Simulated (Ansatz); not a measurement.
**SiC: do energies and stresses tell the same story?**

Level of theory: DFT PBE, scalar-relativistic, plane waves, PAW (Ansatz).

Cutoff 420 eV; k points 12×12×6 on the computed 4-atom cell (Γ-centred); Gaussian smearing, width 0.02 eV; no spin polarisation.

Relaxed cell: P6_3mc, a = 3.092 Å, b = 3.092 Å, c = 5.074 Å, α = 90.00°, β = 90.00°, γ = 120.00°, 4 atoms in the primitive cell.

Energies at zero smearing and pressures from the stress tensor, at volumes with shape and atoms relaxed:
```
V (Å³/atom) E − E(first) (meV/atom) P (GPa)
      9.871                     0.00    14.95
     10.186                   -21.32     6.94
     10.501                   -28.01     0.04
     10.816                   -22.08    -5.92
     11.131                    -5.29   -11.05
```

Task: Check P = −dE/dV between neighbouring volumes, and get the bulk modulus from the pressures alone.

Result: With 1 eV/Å³ = 160.2 GPa:
```tsv
middle V (Å³/atom)	−ΔE/ΔV (GPa)	mean P (GPa)
10.029	10.841	10.944
10.344	3.402	3.488
10.659	-3.012	-2.941
10.974	-8.541	-8.483
```

The two differ by 0.10 GPa at most. The mean of two end pressures misses the average over a step by about ΔV² P″/12, up to 0.10 GPa here; with that taken off 0.01 GPa remains. Around V = 10.501 Å³/atom, the two neighbours give B = −V ΔP/ΔV = 10.501 × 12.86 / 0.630 = 214.3 GPa, against B0 = 213.2 GPa from the Birch–Murnaghan fit of the energies.